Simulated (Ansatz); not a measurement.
**NbP: a short molecular-dynamics run**

Aim: set NbP (a distorted structure, 4 atoms, not relaxed) in motion for 40 steps of 0.5 fs under a Langevin thermostat and barostat at 2000 K and 1 GPa, and see how temperature, energy and positions respond.

Method: DFT PBE, plane waves, PAW, scalar-relativistic, no spin polarisation, in Ansatz 0.2.0.

### Step 1. The structure to begin with

The cell holds 4 atoms (Nb2P2): a = 3.400 Å, b = 3.430 Å, c = 6.340 Å, α = 74.24°, β = 74.59°, γ = 90.84°.

Structure file:

```cif
data_structure
_symmetry_space_group_name_H-M 'P 1'
_symmetry_Int_Tables_number 1
_cell_length_a 3.4004
_cell_length_b 3.4297
_cell_length_c 6.3402
_cell_angle_alpha 74.243
_cell_angle_beta 74.589
_cell_angle_gamma 90.838
_cell_volume 68.30
loop_
_atom_site_label
_atom_site_type_symbol
_atom_site_fract_x
_atom_site_fract_y
_atom_site_fract_z
_atom_site_occupancy
Nb1 Nb 0.00056 0.04679 0.00903 1
Nb2 Nb 0.76305 0.27570 0.48206 1
P1 P 0.49438 0.50780 0.99029 1
P2 P 0.27746 0.77908 0.48164 1
```

### Step 2. Dynamics

input.yaml reads:

```yaml
crystal:
  lattice:
    - [-0.024981, 3.400303, -0.002861]
    - [3.429619, -0.024981, -0.009304]
    - [1.71824, 1.692556, -5.863553]
  atoms:
    - { symbol: Nb, position: [0.000562, 0.04679, 0.009033] }
    - { symbol: Nb, position: [0.763051, 0.275698, 0.482064] }
    - { symbol: P, position: [0.494382, 0.507801, 0.990289] }
    - { symbol: P, position: [0.277462, 0.779081, 0.481638] }
kpoints:
  mp_grid: { grid: [4, 4, 3], shift: [0.5, 0.5, 0.5] }
magnetization:
  spin_polarized: false
scf:
  occupations: { method: fermi_dirac, width: 0.1 }
hamiltonian:
  pseudopotentials: { kind: paw }
  xc: pbe
basis:
  ecutwfc: 420
md:
  timestep: 0.5
  n_steps: 40
  ensemble: npt_langevin
  temperature: 2000.0
  initial_velocities: maxwell_boltzmann
  seed: 352027
  pressure: 1.0
```

Started as:

```bash
$ ansatz run input.yaml --threads 2 --pin off --max-ram 2560MiB --backend cpu --events-out ev --progress --plain --runs-dir out
```

What does the calculation give? Wanted: temperature, first and last step; temperature, second half; potential energy, second half; largest change of the conserved energy; volume, first and last step; mean square displacement, second half.

**Answer**, as computed:

| quantity | value |
| --- | --- |
| length | 40 steps of 0.5 fs |
| temperature, first and last step | 1500 and 1027 K |
| temperature, second half | mean 1313 K, from 1027 to 1801 K |
| potential energy, second half | -3 meV/atom from the start |
| largest change of the conserved energy | 0.01 meV/atom |
| volume, first and last step | 17.08 and 17.53 Å³/atom |
| mean square displacement, second half | Nb 0.014, P 0.009 Å² |

**Reading.** Against a set 2000 K the second half averages 1313 K, going from 1688 to 1027 K over that half. The conserved energy strays from its start by at most 0.01 meV/atom, under 0.1 % of the mean kinetic energy, which is good for a step of 0.5 fs. No atom gets farther than 0.16 Å from its start, with the drift of the whole removed, against a typical distance of 2.3 Å between sites at the start. The volume changes by +2.6 % from first to last step, and is still moving at the end, so it is no equilibrium value. Settings off the usual here: kpoints.mp_grid.shift. 20 fs on 4 atoms is far too short and small for converged averages. The k-mesh is coarse.
